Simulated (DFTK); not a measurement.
# Sc (Fm-3m) in DFTK: reference runs

How does Sc come out in PBE? The cell is run as given and disturbed.

Everything below comes from runs of DFTK 0.8.2. Logs are shortened: lines on timing, memory, paths and dates and some standing lists are left out, and cuts for length are marked.

## 1. The structure

Symmetry: Fm-3m, No. 225, cubic system. The conventional cell has a = 4.520 Å, b = 4.520 Å, c = 4.520 Å, α = 90.00°, β = 90.00°, γ = 90.00°. Around Sc (site symmetry m-3m) lie 12 Sc at 3.20 Å.

This isn't the form of Sc at room conditions, which is hcp.

## 2. Single point, PBE

Input file run.jl:

```julia
using DFTK
using PseudoPotentialData
using Unitful, UnitfulAtomic
using LinearAlgebra, Printf
include("save.jl")
disable_threading()

# lattice vectors are the columns
lattice = austrip(1u"Å") * [           0.0           2.26           2.26;
                     2.26            0.0           2.26;
                     2.26           2.26            0.0]
symbols   = [:Sc]
positions = [[0.0, 0.0, 0.0]]
pseudopotentials = PseudoFamily("dojo.nc.sr.pbe.v0_4_1.standard.upf")
elements = Dict(s => ElementPsp(s, pseudopotentials) for s in unique(symbols))
atoms    = [elements[s] for s in symbols]

build_model(lattice, positions; symmetries=true) =
    model_DFT(lattice, atoms, positions;
              functionals=PBE(),
              temperature=austrip(0.05u"eV"),
              smearing=Smearing.FermiDirac(),
              symmetries)
Ecut  = 39.0  # hartree
kgrid = [10, 10, 10]
tol   = 1e-6
to_GPa = ustrip(uconvert(u"GPa", 1u"hartree/bohr^3"))

model = build_model(lattice, positions)
basis = PlaneWaveBasis(model; Ecut, kgrid)
display(basis)
scfres = self_consistent_field(basis;
                               tol,
                               nbandsalg=AdaptiveBands(model; n_bands_converge=10))
display(scfres.energies)
@printf "Fermi level: %.6f eV\n" ustrip(auconvert(u"eV", something(scfres.εF, NaN)))
forces = compute_forces_cart(scfres)
println("Forces (eV/Å)")
for (s, f) in zip(symbols, forces)
    @printf "%-3s %12.6f %12.6f %12.6f\n" s ustrip.(auconvert.(u"eV/Å", f))...
end
stress = compute_stresses_cart(scfres)
println("Stress (GPa)")
display(round.(stress * to_GPa; digits=4))
println("Levels at the first k-point (eV): ", round.(ustrip.(auconvert.(u"eV", scfres.eigenvalues[1][1:scfres.n_bands_converge])); digits=4))
save_scf!(scfres; forces, stress)
```

Potentials or basis: dojo.nc.sr.pbe.v0_4_1.standard.upf (PBE).

Launch:

```sh
> julia --threads=1 run.jl  # save.jl only writes the numbers to a file and isn't shown; printed stress counts tension as positive; times include loading and compiling
```

The program printed:

```text
PlaneWaveBasis discretization:

    Ecut                 : 39.0 Ha
    fft_size             : (36, 36, 36), 46656 total points
    kgrid                : MonkhorstPack([10, 10, 10])
    num.   red. kpoints  : 1000
    num. irred. kpoints  : 47

    Discretized Model(gga_x_pbe+gga_c_pbe, 3D):
        lattice (in Bohr)    : [0         , 4.27078   , 4.27078   ]
                               [4.27078   , 0         , 4.27078   ]
                               [4.27078   , 4.27078   , 0         ]
        unit cell volume     : 155.79 Bohr³

        atoms                : Sc
        pseudopot. family    : PseudoFamily("dojo.nc.sr.pbe.v0_4_1.standard.upf")

        num. electrons       : 11
        spin polarization    : none
        temperature          : 0.0018375 Ha
        smearing             : DFTK.Smearing.FermiDirac()

        terms                : Kinetic()
                               AtomicLocal()
                               AtomicNonlocal()
                               Ewald(nothing)
                               PspCorrection()
                               Hartree()
                               Xc(gga_x_pbe, gga_c_pbe)
                               Entropy()
n     Energy            log10(ΔE)   log10(Δρ)   Diag   Δtime
---   ---------------   ---------   ---------   ----   ------
  1   -48.38259198369                   -1.05    5.5    3.76s
  2   -48.38839212598       -2.24       -1.25    1.2    2.37s
  3   -48.39223911759       -2.41       -1.91    3.1    2.84s
  4   -48.39236680373       -3.89       -2.45    2.1    2.41s
  5   -48.39238221546       -4.81       -3.31    2.7    2.13s
  6   -48.39238243110       -6.67       -4.14    3.0    2.73s
  7   -48.39238243593       -8.32       -4.76    2.4    2.69s
  8   -48.39238243598      -10.31       -5.27    2.2    2.46s
  9   -48.39238243598      -11.54       -5.89    2.3    2.42s
 10   -48.39238243598      -12.63       -6.35    2.2    1.95s
Energy breakdown (in Ha):
    Kinetic             17.8367820
    AtomicLocal         -39.1529764
    AtomicNonlocal      2.3536805
    Ewald               -32.4746402
    PspCorrection       0.9518101
    Hartree             10.2043212
    Xc                  -8.1107676
    Entropy             -0.0005921

    total               -48.392382435979
Fermi level: 7.719100 eV
Forces (eV/Å)
Sc      0.000000     0.000000     0.000000
Stress (GPa)
3×3 StaticArraysCore.SMatrix{3, 3, Float64, 9} with indices SOneTo(3)×SOneTo(3):
 -3.7772   0.0      0.0
  0.0     -3.7772   0.0
  0.0      0.0     -3.7772
Levels at the first k-point (eV): [-41.5465, -19.918, -19.918, -19.918, 2.4194, 9.3973, 9.3973, 9.3973, 10.8996, 10.8996]
```

Run time: 61 s. Hardware: 1 thread of Intel Xeon Platinum 8375C at 2.90GHz (Ice Lake), shared host; peak memory 1.5 GiB.

What came out:

```yaml
Free_energy: -1316.8238 eV
Pressure: 3.8 GPa
Band_gap_on_the_k_mesh: none (metal or under the smearing width)
```

Levels at points of the mesh, in eV from the Fermi level:
| k point | band 1 | band 2 | band 3 | band 4 | band 5 | band 6 | band 7 | band 8 | band 9 | band 10 |
| --- | --- | --- | --- | --- | --- | --- | --- | --- | --- | --- |
| (0.00, 0.00, 0.00) | -49.27 | -27.64 | -27.64 | -27.64 | -5.30 | 1.68 | 1.68 | 1.68 | 3.18 | 3.18 |
| (-0.50, 0.00, 0.00) | -49.19 | -28.13 | -27.70 | -27.70 | -1.83 | 0.36 | 1.55 | 1.55 | 4.16 | 4.16 |
| (-0.50, -0.50, 0.00) | -49.16 | -28.10 | -27.81 | -27.81 | -1.65 | -0.71 | 2.15 | 4.15 | 4.41 | 4.41 |

## 3. Single point, PBE (cell strained at random at fixed volume)

run.jl, as its differences from that of step 2:

```diff
@@ -8,7 +8,7 @@
 # lattice vectors are the columns
-lattice = austrip(1u"Å") * [           0.0           2.26           2.26;
-                     2.26            0.0           2.26;
-                     2.26           2.26            0.0]
+lattice = austrip(1u"Å") * [     -0.011677       2.248443       2.212124;
+                 2.250301      -0.023514       2.225819;
+                 2.295286       2.307123       0.012805]
 symbols   = [:Sc]
-positions = [[0.0, 0.0, 0.0]]
+positions = [[-0.008178, 0.000779, -0.0045]]
 pseudopotentials = PseudoFamily("dojo.nc.sr.pbe.v0_4_1.standard.upf")
```

Potentials or basis: dojo.nc.sr.pbe.v0_4_1.standard.upf (PBE).

Launch:

```sh
> julia --threads=1 run.jl  # save.jl only writes the numbers to a file and isn't shown; printed stress counts tension as positive; times include loading and compiling
```

It took 17 min on 1 thread of Intel Xeon Platinum 8375C at 2.90GHz (Ice Lake), shared host; peak memory 5.1 GiB.

The run converged. Its results:

- Free energy: -1316.8214 eV
- Pressure: 3.8 GPa
- Band gap on the k mesh: none (metal or under the smearing width)

Stress tensor (GPa, compression positive):
```
 4.05  0.90 -0.42
 0.90  3.93 -0.01
-0.42 -0.01  3.40
```

Levels at points of the mesh, in eV from the Fermi level:
| k point | band 1 | band 2 | band 3 | band 4 | band 5 | band 6 | band 7 | band 8 | band 9 | band 10 |
| --- | --- | --- | --- | --- | --- | --- | --- | --- | --- | --- |
| (0.00, 0.00, 0.00) | -49.27 | -27.65 | -27.64 | -27.63 | -5.30 | 1.55 | 1.64 | 1.84 | 3.09 | 3.27 |
| (-0.50, 0.00, 0.00) | -49.19 | -28.13 | -27.71 | -27.69 | -1.84 | 0.32 | 1.38 | 1.75 | 4.12 | 4.17 |
| (0.00, -0.50, 0.00) | -49.19 | -28.12 | -27.70 | -27.69 | -1.86 | 0.25 | 1.42 | 1.75 | 4.12 | 4.15 |
| (-0.50, -0.50, 0.00) | -49.17 | -28.09 | -27.81 | -27.79 | -1.67 | -0.68 | 1.93 | 4.16 | 4.39 | 4.42 |
| (0.00, 0.00, -0.50) | -49.18 | -28.14 | -27.72 | -27.70 | -1.80 | 0.48 | 1.49 | 1.55 | 4.10 | 4.24 |
| (-0.50, 0.00, -0.50) | -49.16 | -28.10 | -27.83 | -27.80 | -1.65 | -0.72 | 2.23 | 4.14 | 4.34 | 4.48 |
| (0.00, -0.50, -0.50) | -49.16 | -28.10 | -27.83 | -27.81 | -1.64 | -0.73 | 2.32 | 4.13 | 4.36 | 4.47 |
| (-0.50, -0.50, -0.50) | -49.19 | -28.14 | -27.71 | -27.70 | -1.82 | 0.40 | 1.49 | 1.60 | 4.07 | 4.24 |
